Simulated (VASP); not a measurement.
**In: relaxation of cell and atoms with LDA**

The system is In.

```xyz
1
Lattice="-1.6255 1.6255 2.4737 1.6255 -1.6255 2.4737 1.6255 1.6255 -2.4737" Properties=species:S:1:pos:R:3 pbc="T T T"
In    0.0000    0.0000    0.0000
```

* Program: VASP 6.6.1
* Task: relaxation of cell and atoms
* Functional: LDA
* Potentials or basis: VASP PAW LDA potentials, release 64 (In_d)
* Cutoff: 600 eV
* k mesh: 20 × 20 × 20
* Occupations: methfessel-paxton, width 0.1 eV
* Spin: no spin polarisation
* Further INCAR settings: ALGO = Normal; EDIFF = 1e-06; IBRION = 2; EDIFFG = -0.01; NSW = 90; ISIF = 3

```
Relaxed volume                         : 24.67 Å³/atom
Relaxed cell                           : a = 3.298 Å, b = 3.298 Å, c = 3.298 Å, α = 121.73°, β = 121.73°, γ = 87.04°
Space group after relaxing (to 0.05 Å) : I4/mmm (No. 139)
Energy gained by relaxing              : 12.0 meV/atom
Ionic steps                            : 7
Pressure after relaxing                : 0.0 GPa
Band gap on the k mesh                 : none (metal or under the smearing width)
```

Step by step:
```csv
step,energy change (eV),largest force (eV/Å),pressure (GPa),volume (Å³)
1,0.0000,0.0000,-2.47,26.14
2,-0.0117,0.0000,0.14,24.65
3,-0.0117,0.0000,-0.02,24.72
4,-0.0117,0.0000,0.05,24.69
5,-0.0117,0.0000,0.03,24.69
6,-0.0119,0.0000,0.04,24.68
7,-0.0120,0.0000,0.03,24.67
```

Final structure:
```xyz
1
Lattice="-1.6059 1.6059 2.3917 1.6059 -1.6059 2.3917 1.6059 1.6059 -2.3917" Properties=species:S:1:pos:R:3 pbc="T T T"
In    0.0000    0.0000    0.0000
```

Levels at points of the mesh, in eV from the Fermi level:
```tsv
k point	band 4	band 5	band 6	band 7	band 8	band 9
(0.00, 0.00, 0.00)	-14.47	-14.38	-9.99	10.95	10.95	11.09
(0.50, 0.00, 0.00)	-14.26	-14.23	-4.41	-3.63	8.08	9.25
(0.50, 0.50, 0.00)	-14.23	-14.16	-2.22	-1.73	3.72	4.03
(0.50, 0.50, 0.50)	-14.20	-14.20	-2.76	-2.68	4.61	4.61
```

It took 7.5 min on 1 thread of Intel(R) Xeon(R) Platinum 8488C (Sapphire Rapids), on a shared host, peak memory 0.33 GiB.

LDA usually gives volumes a few per cent too small. Zero-point motion and thermal expansion aren't in these numbers.
